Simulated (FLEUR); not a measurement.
Input of a FLEUR MaX-R8.1 (later development tree) run:

File inp.xml:

```xml
<?xml version="1.0" encoding="UTF-8" standalone="no"?>
<fleurInput fleurInputVersion="0.39">
   <comment>
      Cu                                                                                                  
   </comment>
   <calculationSetup>
      <cutoffs Kmax="3.5" Gmax="17.5" GmaxXC="17.5" numbands="0"/>
      <scfLoop itmax="60" minDistance="0.00001" maxIterBroyd="15" imix="Anderson" alpha="0.05" precondParam="0.0" spinf="2.0" sdNocoIR="T"/>
      <coreElectrons ctail="T" frcor="F" kcrel="0" coretail_lmax="0"/>
      <xcFunctional name="pbe" relativisticCorrections="F"/>
      <magnetism jspins="1"/>
      <soc l_soc="F" theta="0.0" phi="0.0" spav="F"/>
      <expertModes spex="0" secvar="F"/>
      <geometryOptimization l_f="F" forcealpha="1.0" forcemix="BFGS" epsdisp="0.00001" epsforce="0.00001"/>
      <ldaU l_linMix="F" mixParam="0.05" spinf="1.0"/>
   </calculationSetup>
   <cell>
      <bzIntegration valenceElectrons="38.0" mode="hist" fermiSmearingEnergy="0.00183747">
         <kPointListSelection listName="default-1"/>
         <!-- k-points included here -->
         <xi:include xmlns:xi="http://www.w3.org/2001/XInclude" href="kpts.xml"> </xi:include>
      </bzIntegration>
      <!-- symmetry operations included here -->
      <xi:include xmlns:xi="http://www.w3.org/2001/XInclude" href="sym.xml"> </xi:include>
      <bulkLattice scale="1.0">
         <bravaisMatrix>
            <row-1>    2.3025626668695156    -7.5142654075378497     0.0000000000000000</row-1>
            <row-2>    2.3025626668695156     7.5142654075378497     0.0000000000000000</row-2>
            <row-3>    0.0000000000000000     0.0000000000000000     4.6780085620883023</row-3>
         </bravaisMatrix>
      </bulkLattice>
   </cell>
   <atomSpecies>
      <species name="Copper (Cu)" element="Cu" atomicNumber="29">
         <mtSphere radius="2.11" gridPoints="705" logIncrement="0.017"/>
         <atomicCutoffs lmax="7" lnonsphr="5"/>
         <electronConfig flipSpins="F">
            <coreConfig>(1s1/2) (2s1/2) (2p1/2) (2p3/2)</coreConfig>
            <valenceConfig>(3s1/2) (3p1/2) (3p3/2) (4s1/2) (3d3/2) (3d5/2)</valenceConfig>
            <stateOccupation state="(4s1/2)" spinUp="0.500000" spinDown="0.500000"/>
         </electronConfig>
         <energyParameters s="4" p="4" d="3" f="4"/>
         <lo type="SCLO" l="0" n="3" eDeriv="0"/>
         <lo type="SCLO" l="1" n="3" eDeriv="0"/>
         <lo type="SCLO" l="1" n="3" eDeriv="1"/>
         <lo type="SCLO" l="2" n="3" eDeriv="2"/>
         <lo type="SCLO" l="3" n="4" eDeriv="2"/>
      </species>
   </atomSpecies>
   <atomGroups>
      <atomGroup species="Copper (Cu)">
         <relPos label="                   1">-.1338666500 .1338666500 -1.000/4.000</relPos>
         <relPos label="                   2">.1338666500 -.1338666500 1.000/4.000</relPos>
         <force calculate="T" relaxXYZ="TTT"/>
      </atomGroup>
   </atomGroups>
   <output dos="F" band="F" slice="F">
      <checks vchk="F" cdinf="F"/>
      <bandDOS minEnergy="-.5*Htr" maxEnergy="0.5*Htr" sigma="0.015" storeEVData="T"/>
      <vacuumDOS vacdos="F" integ="F" star="F" nstars="0" locx1="0.0" locy1="0.0" locx2="0.0" locy2="0.0" nstm="0" tworkf="0.0"/>
      <unfoldingBand unfoldBand="F" supercellX="1" supercellY="1" supercellZ="1"/>
      <plotting iplot="0" polar="F">
         <plot TwoD="T" vec1="  1.0  0.0  0.0" vec2="  0.0  1.0  0.0" vec3="  0.0  0.0  1.0" zero="  0.0  0.0  0.0" file="plot"/>
      </plotting>
      <chargeDensitySlicing numkpt="0" minEigenval="0.0" maxEigenval="0.0" nnne="0" pallst="F"/>
      <specialOutput eonly="F"/>
      <moessbauerParams electricFieldGradient="T" isomerShift="T" coreHyperfine="T" valenceHyperfine="T"/>
      <magneticCircularDichroism mcd="F" energyLo="-10.0" energyUp="0.0"/>
   </output>
  <!-- We include the file relax.xml here to enable relaxations (see documentation) -->
  <xi:include xmlns:xi="http://www.w3.org/2001/XInclude" href="relax.xml"> <xi:fallback/> </xi:include>
</fleurInput>
```

crystal.txt

```
Cu
&input cartesian=F /
1.2184636900  -3.9763780104  0.0000000000
1.2184636900  3.9763780104  0.0000000000
0.0000000000  0.0000000000  2.4754955235
1.8897261246
1.0 1.0 1.0

2
29 0.8661333500  0.1338666500  0.7500000000
29 0.1338666500  0.8661333500  0.2500000000

&kpt div1=11 div2=11 div3=11 gamma=T /
```

Potentials or basis: all-electron, FLAPW.

The run is started by

```console
$ inpgen -f crystal.txt -profile veryFastHighL
$ # inp.xml edited to the form shown
$ fleur_MPI
```

(1) Predict the band gap on the k mesh.

Results:

(1) none (metal or under the smearing width).
